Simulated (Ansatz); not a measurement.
# Site preference of Si in place of C in C(111) slab, H on both faces (96 atoms): runs compared

At which site of C(111) slab, H on both faces (96 atoms) does Si in place of C cost least, and what about the site decides it?

Computed with Ansatz 0.2.0: Kohn-Sham DFT, PBE+D4, PAW (set soft_2), plane waves.

## 1. The cell as built

The cell holds 96 atoms: 64 C and 32 H. Cell: a = 10.089 Å, b = 10.089 Å, c = 16.754 Å, α = 90.0°, β = 90.0°, γ = 120.0°. It derives from C (diamond-structure). Diamond-structure C (a = 3.567 Å), (111) slab of 4 atomic planes, 4 x 4 surface cells, H on the broken bonds of both faces, 12 Å of vacuum; displaced by a Gaussian of 0.02 Å. Regions: slab, 64 atoms (64 C); hydrogen, 32 atoms (32 H). Vacuum lies along c.

What the set-up can't give: Sampling is at Γ alone, for a cell whose shortest periodic width is 9 Å.

## 2. The reference run

The reference is a single point at the end of the relaxation.

Every defect cell starts from the geometry of this run and is relaxed in the fixed cell.

Its input, with most atom lines left out:

```yaml
crystal:
  lattice:
    - [10.089, 0.0, 0.0]
    - [-5.0445, 8.73733, 0.0]
    - [0.0, 0.0, 16.75426]
  atoms:
    - { symbol: C, position: [0.33375, 0.91691, 0.4538] }
    - { symbol: C, position: [0.25046, 0.0003, 0.42499] }
    - { symbol: C, position: [0.1671, 0.83361, 0.57546] }
    - { symbol: C, position: [0.33377, 0.91694, 0.54663] }
    - { symbol: C, position: [0.33367, 0.6669, 0.45383] }
    - { symbol: C, position: [0.25035, 0.75024, 0.42497] }
    - { symbol: C, position: [0.16711, 0.58362, 0.57545] }
    [... atom lines 8 to 96 left out ...]
kpoints:
  mp_grid: { grid: [1, 1, 1] }
hamiltonian:
  xc: pbe
  dispersion: d4
scf:
  occupations: { method: fixed }
output:
  forces: true
  populations: true
  dos:
    method: { smearing: { sigma: 0.1 } }
    de: 0.1
    projected:
      site_lists:
        C: [C]
        H: [H]
        slab: [0, 1, 2, 3, 4, 5, 6, 7, 8, 9, 10, 11, 12, 13, 14, 15, 16, 17, 18, 19, 20, 21, 22, 23, 24, 25, 26, 27, 28, 29, 30, 31, 32, 33, 34, 35, 36, 37, 38, 39, 40, 41, 42, 43, 44, 45, 46, 47, 48, 49, 50, 51, 52, 53, 54, 55, 56, 57, 58, 59, 60, 61, 62, 63]
        hydrogen: [64, 65, 66, 67, 68, 69, 70, 71, 72, 73, 74, 75, 76, 77, 78, 79, 80, 81, 82, 83, 84, 85, 86, 87, 88, 89, 90, 91, 92, 93, 94, 95]
  eigenvalues: true
  write_density: true
  write_potential: true
  volumetric_format: npy
  elf: true
```

* free energy per atom: -172.6977 eV/atom
* r.m.s. force component: 0.00755 eV/Å

Filled and empty levels are parted by 3.04 eV at Γ alone; the mesh holds the band edges only if they fold onto it, so the gap at this level can be narrower or closed, and states at the surface or the caps may set it.

## 3. The runs

Each row is one run, on 4 threads of Arm Neoverse V1, shared host. The free energy is the program's total, comparable only between runs with the same functional, potentials and atoms.

```
                                 run  atoms    outcome  ionic steps, all passes  free energy (eV)     time  host memory (GiB)
           Single point at the start     96  converged                        -        -16576.522    9.3 s                1.3
                          Relaxation     96  converged                        4        -16578.977     27 s                1.3
Single point at the relaxed geometry     96  converged                        -        -16578.977     17 s                1.4
          Si on a site of C, site C1     96  converged                        7        -16961.190  3.3 min                2.3
         Si on a site of C, site C63     96  converged                        7        -16961.415  3.1 min                2.3
```

In some runs the program notes that the exchange-correlation potential is rough where the density is thin and starting moments were not kept.

A closer look about site C63, the cheapest one, after relaxation: 14 atoms, nearest first, numbered in the order of the input, with positions taken from that point.

| atom | x | y | z | distance (Å) | bonds |
| --- | --- | --- | --- | --- | --- |
| Si63 | 0.00 | 0.00 | 0.35 | 0.35 | 4 |
| C56 | -1.38 | 0.80 | -0.45 | 1.66 | 4 |
| C24 | 0.00 | -1.59 | -0.45 | 1.66 | 4 |
| C64 | 1.38 | 0.80 | -0.45 | 1.66 | 4 |
| H96 | 0.00 | 0.00 | 1.85 | 1.85 | 1 |
| C53 | -1.27 | 0.73 | -2.00 | 2.48 | 4 |
| C21 | 0.00 | -1.47 | -2.00 | 2.48 | 4 |
| C61 | 1.27 | 0.73 | -2.00 | 2.48 | 4 |
| C55 | -2.59 | 0.01 | 0.00 | 2.59 | 4 |
| C59 | -1.30 | 2.24 | 0.00 | 2.59 | 4 |
| C23 | -1.28 | -2.25 | 0.00 | 2.59 | 4 |
| C15 | 1.31 | 2.24 | 0.00 | 2.59 | 4 |
| C39 | 1.29 | -2.25 | 0.00 | 2.59 | 4 |
| C27 | 2.59 | 0.01 | 0.00 | 2.59 | 4 |

The column of bonds counts only the pairs C-C within 1.85 Å, C-H within 1.34 Å, C-Si within 2.17 Å, H-Si within 1.78 Å; other neighbours, such as metal atoms beside each other in a compound, aren't counted, and periodic images can show an atom twice.

## 4. The sites compared

All these cells hold the same atoms, so their energies can be compared with no chemical potential.

```csv
site,neighbours,mean distance (Å),atoms within 6 Å,energy over the best site (eV),before relaxation (eV),gain on relaxing (eV)
C63,HC3,1.43,106,0.00,0.96,6.90
C1,C4,1.54,106,0.23,0.00,5.71
```

Neighbours are those of the relaxed host within 1.85 Å (C-C), 1.34 Å (C-H); other pairs aren't counted.

## 5. Outcome

The cheapest site is C63 (4 neighbours, HC3); the dearest, C1 (4 neighbours, C4), costs 0.23 eV more. Relaxation changes the order: the best site before relaxing was C1.

**Limits.** Defects are neutral and interact with their images. The reference ran with fixed occupations, but 2 of the 2 defect cells with fermi-dirac smearing of 0.025 eV, spin polarised. In the spin-polarised runs the search for a state of lower energy was switched off. Only 2 of the 64 C sites were tried; unless symmetry makes the others alike to these, a cheaper one may exist.

The DFT runs together took 7.4 min of wall time.

[Logs are printed without paths, hosts, clocks, repeated set-up lines and the standing remarks that a program may print on its own settings, such as how far it seeks lower states.]

[Hosts, paths, dates, database ids (printed as entryN), source tags and the programs' standing remarks are cut or masked in the printed files.]
